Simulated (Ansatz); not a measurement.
## Structure optimisation: boron, bcc

These are results of DFT, RPBE, plane waves (420 eV) with PAW, scalar-relativistic in Ansatz, not measurements. The PAW files were generated under PBE, with cores re-solved for the functional.

k-point mesh 18×18×18, Fermi-Dirac smearing 0.1 eV, no spin polarisation. Cell and atoms relax.

Starting structure:

```
B
1.0
    -1.17892    1.17892    1.17892
     1.17892   -1.17892    1.17892
     1.17892    1.17892   -1.17892
B
1
Direct
  0.00000 0.00000 0.00000
```

Q: What cell does the relaxation end in?

A: Im-3m with a = 2.321 Å; 6.26 Å³ per atom against 6.55 at the start (-4.6 %).

Q: How much energy does the relaxation gain?

A: 8.7 meV per atom.

Path of the relaxation (the plane waves are chosen anew near the end, which can shift the energy a little):

| step | E − E(final) (meV/atom) | V (Å³/atom) | P (GPa) | max force (eV/Å) |
| --- | --- | --- | --- | --- |
| 0 | 8.67 | 6.554 | -8.88 | 0.000 |
| 1 | 2.31 | 6.414 | -4.99 | 0.000 |
| 2 | -0.48 | 6.242 | 0.53 | 0.000 |
| 3 | -0.48 | 6.258 | -0.01 | 0.000 |
| 4 | 0.00 | 6.258 | -0.09 | 0.000 |
| 5 | 0.00 | 6.255 | 0.00 | 0.000 |
| 6 | 0.00 | 6.255 | 0.00 | 0.000 |
